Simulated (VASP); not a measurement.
# CrCuO2 (R-3m) in VASP: relaxation of cell and atoms with PBE

Aim: the relaxation of cell and atoms of CrCuO2 with PBE.

All numbers are computed with VASP 6.6.1; they aren't measurements. Logs are shortened: lines on timing, memory, paths and dates and some standing lists are left out, and cuts for length are marked.

### Step 1. The structure

Symmetry: R-3m, No. 166, trigonal system. Conventional cell: a = 2.932 Å, b = 2.932 Å, c = 17.064 Å, α = 90.00°, β = 90.00°, γ = 120.00°. Around Cr (site symmetry -3m) lie 6 O at 1.97 Å. Cu (site symmetry -3m) has 2 O at 1.83 Å as nearest neighbours. O (site symmetry 3m) has 1 Cu at 1.83 Å and 3 Cr at 1.97 Å as nearest neighbours.

### Step 2. Relaxation of cell and atoms, PBE, collinear spin, ferromagnetic start, target pressure 20 GPa, at which the enthalpy is minimised

Contents of INCAR:

```
  PREC = Accurate
  ENCUT = 600
  EDIFF = 1E-6
  ISMEAR = -1
  SIGMA = 0.05
  LREAL = False
  LASPH = True
  NELM = 150
  ALGO = Normal
  ISIF = 3
  LWAVE = False
  LCHARG = False
  ISPIN = 2
  MAGMOM = 3 0 0 0
  LORBIT = 11
  LMAXMIX = 4
  GGA = PE
  IBRION = 2
  NSW = 60
  EDIFFG = -0.005
  PSTRESS = 200
  KPAR = 8
```

Contents of KPOINTS:

```
Automatic mesh
0
Gamma
  8 8 8
```

Contents of POSCAR:

```
CrCuO2                                  
1.0
    1.4658970415      0.8463360515      5.6880327483
   -1.4658970415      0.8463360515      5.6880327483
   -0.0000000000     -1.6926721030      5.6880327483
  Cr              Cu              O             
     1     1     2
Direct
     0.5000000000000000    0.5000000000000000    0.5000000000000000
     0.0000000000000000    0.0000000000000000    0.0000000000000000
     0.1075251004464139    0.1075251004464139    0.1075251004464139
     0.8924748995535862    0.8924748995535862    0.8924748995535862
```

Potentials or basis: VASP PAW PBE potentials, release 64 (Cr_pv, Cu, O).

Launch:

```sh
cat potpaw_PBE.64/Cr_pv/POTCAR potpaw_PBE.64/Cu/POTCAR potpaw_PBE.64/O/POTCAR > POTCAR
mpirun -np 8 vasp_std > vasp.out
```

OUTCAR:

```text
PREC = Accurate
   ENCUT = 600
   EDIFF = 1E-6
   ISMEAR = -1
   LREAL = False
   LASPH = True
   NELM = 150
   ISIF = 3
   ISPIN = 2
   LORBIT = 11
   GGA = PE
   IBRION = 2
   NSW = 60
   EDIFFG = -0.005
   PSTRESS = 200

 ion  position               nearest neighbor table
   1  0.500  0.500  0.500-   3 1.97   4 1.97   3 1.97   3 1.97   4 1.97   4 1.97
   2  0.000  0.000  0.000-   3 1.83   4 1.83
   3  0.108  0.108  0.108-   2 1.83   1 1.97   1 1.97   1 1.97
   4  0.892  0.892  0.892-   2 1.83   1 1.97   1 1.97   1 1.97

  LATTYP: Found a trigonal (rhomboedric) cell.
 ALAT       =     5.9345476149
 COS(alpha) =     0.8779713814

  Lattice vectors:

 A1 = (   1.4658970415,   0.8463360515,   5.6880327483)
 A2 = (  -1.4658970415,   0.8463360515,   5.6880327483)
 A3 = (   0.0000000000,  -1.6926721030,   5.6880327483)

Analysis of symmetry for initial positions (statically):
=====================================================================
 Subroutine PRICEL returns:
 Original cell was already a primitive cell.

 Routine SETGRP: Setting up the symmetry group for a
 trigonal (rhombohedral) supercell.

 Subroutine GETGRP returns: Found 12 space group operations
 (whereof 12 operations were pure point group operations)
 out of a pool of 12 trial point group operations.

The static configuration has the point symmetry D_3d.

Analysis of symmetry for dynamics (positions and initial velocities):
=====================================================================
 Subroutine PRICEL returns:
 Original cell was already a primitive cell.

 Routine SETGRP: Setting up the symmetry group for a
 trigonal (rhombohedral) supercell.

 Subroutine GETGRP returns: Found 12 space group operations
 (whereof 12 operations were pure point group operations)
 out of a pool of 12 trial point group operations.

The dynamic configuration has the point symmetry D_3d.

Analysis of structural, dynamic, and magnetic symmetry:
=====================================================================
 Subroutine PRICEL returns:
 Original cell was already a primitive cell.

 Routine SETGRP: Setting up the symmetry group for a
 trigonal (rhombohedral) supercell.

 Subroutine GETGRP returns: Found 12 space group operations
 (whereof 12 operations were pure point group operations)
 out of a pool of 12 trial point group operations.

The overall configuration has the point symmetry D_3d.

 Subroutine INISYM returns: Found 12 space group operations
 (whereof 12 operations are pure point group operations),
 and found     1 'primitive' translations

----------------------------------------------------------------------------------------

                                     Primitive cell

  volume of cell :      42.3409

  direct lattice vectors                    reciprocal lattice vectors
     1.465897042  0.846336052  5.688032748     0.341088075  0.196927292  0.058602569
    -1.465897042  0.846336052  5.688032748    -0.341088075  0.196927292  0.058602569
     0.000000000 -1.692672103  5.688032748     0.000000000 -0.393854584  0.058602569

  length of vectors
     5.934547615  5.934547615  5.934547615     0.398190525  0.398190525  0.398190525

  position of ions in fractional coordinates (direct lattice)
     0.500000000  0.500000000  0.500000000
     0.000000000  0.000000000  0.000000000
     0.107525100  0.107525100  0.107525100
     0.892474900  0.892474900  0.892474900

  ion indices of the primitive-cell ions
   primitive index   ion index
                 1           1
                 2           2
                 3           3
                 4           4

----------------------------------------------------------------------------------------

 KPOINTS: Automatic mesh

Automatic generation of k-mesh.
 Grid dimensions read from file:
 generate k-points for:    8    8    8

 Generating k-lattice:

  Cartesian coordinates                     Fractional coordinates (reciprocal lattice)
     0.042636009  0.024615911  0.007325321     0.125000000 -0.000000000  0.000000000
    -0.042636009  0.024615911  0.007325321    -0.000000000  0.125000000  0.000000000
     0.000000000 -0.049231823  0.007325321     0.000000000  0.000000000  0.125000000

  Length of vectors
     0.049773816  0.049773816  0.049773816

  Shift w.r.t. Gamma in fractional coordinates (k-lattice)
     0.000000000  0.000000000  0.000000000

 Subroutine IBZKPT returns following result:
 ===========================================

 Found     65 irreducible k-points:

 Following reciprocal coordinates:
            Coordinates               Weight
  0.000000  0.000000  0.000000      1.000000
  0.125000 -0.000000  0.000000      6.000000
  0.250000 -0.000000  0.000000      6.000000
  0.375000 -0.000000  0.000000      6.000000
  0.500000 -0.000000  0.000000      3.000000
  0.125000  0.125000  0.000000      6.000000
[... 16 lines left out ...]
  0.250000  0.125000  0.125000      6.000000
  0.375000  0.125000  0.125000      6.000000
 [... further k-points ...]
   k-points           NKPTS =     65   k-points in BZ     NKDIM =     65   number of bands    NBANDS=     23
   number of dos      NEDOS =    301   number of ions     NIONS =      4
   total plane-waves  NPLWV = 110592
   dimension x,y,z NGX =    48 NGY =   48 NGZ =   48
   dimension x,y,z NGXF=    96 NGYF=   96 NGZF=   96
   ions per type =               1   1   2
   NGX,Y,Z   is equivalent  to a cutoff of  13.45, 13.45, 13.45 a.u.
   NGXF,Y,Z  is equivalent  to a cutoff of  26.89, 26.89, 26.89 a.u.
 SYSTEM =  unknown system
   PREC   = accura    normal or accurate (medium, high low for compatibility)
   ISTART =      0    job   : 0-new  1-cont  2-samecut
   ICHARG =      2    charge: 1-file 2-atom 10-const
   ISPIN  =      2    spin polarized calculation?
   LNONCOLLINEAR =      F non collinear calculations
   LSORBIT =      F    spin-orbit coupling
   LASPH  =      T    aspherical Exc in radial PAW
   ENCUT  =  600.0 eV  44.10 Ry    6.64 a.u.  11.85 11.85 11.85*2*pi/ulx,y,z
   NELM   =    150;   NELMIN=  2; NELMDL= -5     # of ELM steps
   EDIFF  = 0.1E-05   stopping-criterion for ELM
   LREAL  =      F    real-space projection
   EDIFFG = -.5E-02   stopping-criterion for IOM
   NSW    =     60    number of steps for IOM
   IBRION =      2    ionic relax: 0-MD 1-quasi-New 2-CG
   NFREE  =      1    steps in history (QN), initial steepest desc. (CG)
   ISIF   =      3    stress and relaxation
   ISYM   =      2    0-nonsym 1-usesym 2-fastsym
   POTIM  = 0.5000    time-step for ionic-motion
   TEBEG  =    0.0;   TEEND  =   0.0 temperature during run
   PSTRESS=  200.0 pullay stress
   NELECT =      35.0000    total number of electrons
   NUPDOWN=      -1.0000    fix difference up-down
   EMIN   =  10.00;   EMAX   =-10.00  energy-range for DOS
   EFERMI =   0.00;   METHOD = LEGACY
   ISMEAR =    -1;   SIGMA  =   0.05  broadening in eV -4-tet -1-fermi 0-gaus
   EFERMI_NEDOS =   21; number of points for ismear=-14 and -15
   IALGO  =     38    algorithm
   IMIX   =      4    mixing-type and parameters
     AMIX     =   0.40;   BMIX     =  1.00
     AMIX_MAG =   1.60;   BMIX_MAG =  1.00
  volume/ion in A,a.u.               =      10.59        71.43
  Fermi-wavevector in a.u.,A,eV,Ry     =   1.536424  2.903420 32.117878  2.360597
  Thomas-Fermi vector in A             =   2.643074
   LORBIT       =     11    0 simple, 1 ext, 2 COOP (PROOUT), +10 PAW based schemes
   GGA     = PE    functional components
   LHFCALC =     F    Hartree Fock is set to
   AEXX    =    0.0000 exact exchange contribution
   IVDW    =     0    specifies the selected vdW correction
   LEPSILON=     F    determine dielectric tensor
   LRPA    =     F    only Hartree local field effects (RPA)
 conjugate gradient relaxation of ions
 spin polarized calculation
  energy-cutoff  :      600.00
  volume of cell :       42.34
 maximum number of plane-waves:      1428
   NGX = 23   NGY = 23   NGZ = 23

--------------------------------------- Ionic step        1  -------------------------------------------

 number of electron      35.0000000 magnetization       3.0000337

 Free energy of the ion-electron system (eV)
  ---------------------------------------------------
  ext. energy  EPLUGINS =         0.00000000
  ---------------------------------------------------
  free energy    TOTEN  =       -28.82562668 eV

  energy without entropy =      -28.82562484  energy(sigma->0) =      -28.82562576

------------------------ aborting loop because EDIFF is reached ----------------------------------------

  FORCE on cell =-STRESS in cart. coord.  units (eV):
  Direction    XX          YY          ZZ          XY          YZ          ZX
  --------------------------------------------------------------------------------------
  -------------------------------------------------------------------------------------
  Total        2.6718155      2.6718155      2.6567756      0.0000000      0.0000000      0.0000000
  in kB      101.1014550    101.1014550    100.5323438      0.0000000      0.0000000      0.0000000
  external PRESSURE =     -99.0882488 kB  Pullay stress =     200.0000000 kB
[... 103 lines left out ...]
  energy  without entropy=      -28.6674547329  energy(sigma->0) =      -28.66745819

  enthalpy is  TOTEN    =       -23.5960122816 eV   P V=        5.0714493747

[... ionic steps 4 to 7 ...]

--------------------------------------- Ionic step        8  -------------------------------------------

 number of electron      34.9999999 magnetization       2.9999645

------------------------ aborting loop because EDIFF is reached ----------------------------------------
[... 75 lines left out ...]
--------------------------------------- Ionic step       10  -------------------------------------------

 number of electron      34.9999999 magnetization       2.9999644

 Free energy of the ion-electron system (eV)
  ---------------------------------------------------
  ext. energy  EPLUGINS =         0.00000000
  ---------------------------------------------------
  free energy    TOTEN  =       -28.64009743 eV

  energy without entropy =      -28.64008076  energy(sigma->0) =      -28.64008910

 E-fermi :   7.5458     XC(G=0): -12.0537

 val. band max:        7.1389988483   @ k =  -0.3750   0.3750   0.0000
 cond. band min:       7.8649075561   @ k =   0.5000  -0.0000   0.0000
 fundamental gap:      0.7259087078
 Fermi energy:         7.5458400775

 spin component 1

 k-point     1 :       0.0000    0.0000    0.0000
  band No.  band energies     occupation
      1     -37.3167      1.00000
      2     -37.2027      1.00000
      3     -37.2027      1.00000
      4     -13.8566      1.00000
      5     -12.2486      1.00000
      6      -1.9324      1.00000
[... 613 lines left out ...]
     22       9.9726      0.00000
     23      12.5734      0.00000

 [... further k-points ...]

 spin component 2

 k-point     1 :       0.0000    0.0000    0.0000
  band No.  band energies     occupation
      1     -34.4522      1.00000
      2     -34.3505      1.00000
      3     -34.3505      1.00000
      4     -13.7232      1.00000
      5     -12.1561      1.00000
      6      -1.5475      1.00000
[... 650 lines left out ...]
  energy  without entropy=      -28.6400807551  energy(sigma->0) =      -28.64008910

  enthalpy is  TOTEN    =       -23.6044239228 eV   P V=        5.0356735122

 reached required accuracy - stopping structural energy minimisation

 total charge

# of ion       s       p       d       tot
------------------------------------------
    1        0.320   6.403   4.205  10.928
    2        0.451   0.359   9.222  10.032
    3        1.553   3.542   0.000   5.095
    4        1.553   3.542   0.000   5.095
--------------------------------------------------
tot          3.876  13.845  13.428  31.149

 magnetization (x)

# of ion       s       p       d       tot
------------------------------------------
    1        0.026   0.027   2.726   2.779
    2        0.022   0.013   0.013   0.049
    3       -0.001   0.017   0.000   0.016
    4       -0.001   0.017   0.000   0.016
--------------------------------------------------
tot          0.047   0.074   2.739   2.860
```

It took 6.6 min on 8 MPI ranks of Intel Xeon Platinum 8559C (Emerald Rapids), shared host; peak memory 0.52 GiB.

What came out:

| Quantity | Value |
| --- | --- |
| Free energy | -28.6401 eV |
| Relaxed volume | 10.09 Å³/atom |
| Relaxed cell | a = 5.904 Å, b = 5.904 Å, c = 5.904 Å, α = 28.10°, β = 28.10°, γ = 28.10° |
| Space group after relaxing (to 0.05 Å) | R-3m (No. 166) |
| Energy change on relaxing (the enthalpy is what falls) | +46.4 meV/atom |
| Ionic steps | 10 |
| Pressure after relaxing | 20.0 GPa |
| Band gap on the k mesh | 0.73 eV, indirect (least direct gap 0.95 eV) |
| Net moment | 3.00 μB per cell |
| Site moments | Cr +2.78; Cu +0.05; O +0.02 μB |
| Valence electrons inside the program's atomic spheres | Cr 10.93; Cu 10.03; O 5.09 |

The path:
```tsv
step	energy change (eV)	largest force (eV/Å)	pressure (GPa)	volume (Å³)
1	0.0000	0.0023	10.09	42.34
2	0.5298	0.3768	35.64	38.45
3	0.1582	0.1560	19.79	40.63
4	0.1624	0.1560	20.05	40.59
5	0.1733	0.1037	20.05	40.45
6	0.1874	0.0533	20.15	40.33
7	0.1866	0.0568	20.05	40.33
8	0.1847	0.0591	19.98	40.35
9	0.1855	0.0019	20.09	40.34
10	0.1855	0.0004	20.01	40.34
```

Final structure:
```
CELL_PARAMETERS angstrom
1.43345 0.82760 5.66741
-1.43345 0.82760 5.66741
0.00000 -1.65520 5.66741
ATOMIC_POSITIONS crystal
Cr 0.50000 0.50000 0.50000
Cu 0.00000 0.00000 0.00000
O 0.10669 0.10669 0.10669
O 0.89331 0.89331 0.89331
```

Caveat: the cell is relaxed towards a set pressure, so the enthalpy falls and the energy may rise; only a ferromagnetic start was run, and an antiferromagnetic order may lie lower in energy.
